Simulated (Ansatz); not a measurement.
## Structural energy differences of silicon

Computed with DFT, PBEsol, plane waves (420 eV) with PAW, scalar-relativistic (Ansatz). (PAW data from PBE, frozen cores regenerated.)

Each structure is relaxed within its own symmetry, so a high-lying one may be dynamically unstable.

| structure | ΔE (meV/atom) | V (Å³/atom) | cell | magnetic state |
| --- | --- | --- | --- | --- |
| diamond | 0 | 20.07 | a = 5.435 Å | spin not included |
| BC8 | 119 | 17.97 | a = 6.600 Å | spin not included |
| beta-Sn type | 185 | 15.02 | a = 4.777 Å, c = 2.633 Å (c/a = 0.551) | spin not included |
| simple cubic | 259 | 15.83 | a = 2.511 Å | spin not included |
| hcp | 373 | 13.99 | a = 2.678 Å, c = 4.506 Å (c/a = 1.683) | spin not included |
| omega (AlB2-type) | 376 | 14.43 | a = 4.431 Å, c = 2.546 Å (c/a = 0.575) | spin not included |
| dhcp | 390 | 14.04 | a = 2.694 Å, c = 8.932 Å (c/a = 3.315) | spin not included |
| bcc | 394 | 14.25 | a = 3.054 Å | spin not included |
| fcc | 403 | 14.03 | a = 3.828 Å | spin not included |
| A15 | 466 | 14.42 | a = 4.868 Å | spin not included |

ΔE counts from diamond.

Differences under about 8 meV lie within the error of the k-point mesh.
